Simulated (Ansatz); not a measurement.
KF (zincblende), relaxed with r2SCAN in the plane-wave code Ansatz. It is cubic, F-43m (No. 216); conventional cell a = 5.871 Å, 25.29 Å³ an atom. K is surrounded by 4 F at 2.54 Å; F is surrounded by 4 K at 2.54 Å.

The axes x, y and z are those of this cell:
```yaml
crystal:
  lattice:
    - [0.00000, 2.93540, 2.93540]
    - [2.93540, 0.00000, 2.93540]
    - [2.93540, 2.93540, 0.00000]
  atoms:
    - { symbol: K, position: [0.00000, 0.00000, 0.00000] }
    - { symbol: F, position: [0.25000, 0.25000, 0.25000] }
```

Unstrained: With PBE the valence top lies at W and the conduction bottom at Γ, 5.169 eV higher; the smallest vertical gap, at Γ, is 5.380 eV. r2SCAN gives an indirect gap of 5.748 eV, from W to Γ; the least direct gap is 5.957 eV at Γ. The HSE06 gap is indirect, 7.038 eV (W to Γ), below the direct gap of 7.256 eV at Γ. Meshes: PBE 8×8×8, r2SCAN 8×8×8, HSE06 6×6×6. Strains are changes of length per length, and xy shears are angles. After each strain the atoms were relaxed again with r2SCAN within the symmetry that the strain leaves, so tilts or polar shifts that break it weren't tested; points keep the names that they have in the unstrained zone. No spin polarisation and no zero-point or thermal motion; the cell was built from a prototype and may be hypothetical.

(1) Estimate what xy shear, engineering strain (angle) +4.83 % does to the gap.

(2) For epitaxial -4.25 % in the xy plane, how far does the free direction move, and what happens to the gap?

(3) One strain changed the r2SCAN stress by xx +2.71, yy +2.71, zz +2.71 GPa (compression positive) and the gap by +0.257 eV (PBE), +0.231 eV (r2SCAN), +0.279 eV (HSE06). Which kind of strain was it, and roughly how large?

Results:

(1) PBE: the gap goes from 5.169 to 5.156 eV (-0.013 eV); the edges move from W → Γ to X → Γ. r2SCAN: the gap goes from 5.748 to 5.738 eV (-0.010 eV); the edges move from W → Γ to X → Γ. The r2SCAN energy rises by 1.2 meV an atom.

(2) The normal strain at zero normal stress is +7.08 %, 1.67 of the in-plane strain with the sign turned. PBE: the gap goes from 5.169 to 5.185 eV (+0.016 eV); the edges move from W → Γ to X → Γ. r2SCAN: the gap goes from 5.748 to 5.765 eV (+0.017 eV); the edges move from W → Γ to X → Γ.

(3) Isotropic -3.06 % on every length. The pattern of the stress gives the kind; the size needs the stiffness, so it is an estimate.

The meshes of the hybrids are coarse, so their gaps aren't converged to the digits shown.
